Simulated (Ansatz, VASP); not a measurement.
**KF: VASP beside Ansatz**

The input INCAR:

```
PREC = Accurate
ENCUT = 520
EDIFF = 1E-7
ISMEAR = -1
SIGMA = 0.05
LREAL = False
LASPH = True
NELM = 80
ALGO = Normal
ISIF = 2
LWAVE = False
LCHARG = False
GGA = PE
NBANDS = 15
```

File KPOINTS:

```
regular mesh
0
Gamma
  8 8 8
```

The input POSCAR:

```
KF
1.0
    3.1924270469      0.0000000000      0.0000000000
    0.0000000000      3.1924270469      0.0000000000
    0.0000000000      0.0000000000      3.1924270469
K F
1 1
Direct
    0.0000000000      0.0000000000      0.0000000000
    0.5000000000      0.5000000000      0.5000000000
```

input.yaml

```yaml
crystal:
  lattice:
    - [3.1924270469, 0.0, 0.0]
    - [0.0, 3.1924270469, 0.0]
    - [0.0, 0.0, 3.1924270469]
  atoms:
    - { symbol: K, position: [0.0, 0.0, 0.0] }
    - { symbol: F, position: [0.5, 0.5, 0.5] }
hamiltonian:
  xc: pbe
  pseudopotentials: { kind: paw }
kpoints:
  mp_grid: { grid: [8, 8, 8] }
scf:
  occupations: { method: fermi_dirac, width: 0.05 }
output:
  forces: true
  stress: true
  eigenvalues: true
  write_density: true
  write_potential: true
  elf: true
  volumetric_format: npy
```

Change from the starting cell: volume scaled by 0.94.

Alike in both runs: task single point; functional PBE; k mesh 8 × 8 × 8; occupations fermi-dirac, width 0.05 eV; no spin polarisation.

|  | VASP | Ansatz |
| --- | --- | --- |
| version | VASP 6.6.1 | Ansatz 0.2.0 |
| potentials or method | VASP PAW PBE potentials, release 64 (K_sv, F) | Ansatz PAW |
| plane-wave cutoff (eV) | 520 | 420 |
| valence electrons in the cell | 16 | 16 |

|  | VASP | Ansatz | Ansatz less VASP |
| --- | --- | --- | --- |
| gap on the k mesh at the Fermi level (eV) | 6.70 | 6.72 | +0.019 |
| least direct gap on the mesh (eV) | 6.74 | 6.76 | +0.017 |
| pressure (GPa) | 2.4 | 2.4 | -0.04 |

With one functional, cell and mesh, what is left measures potentials, basis and numerics.

Caveats: the pressure holds a Pulay correction of +0.3 GPa for the finite cutoff (Ansatz). A k mesh can miss the band edges.
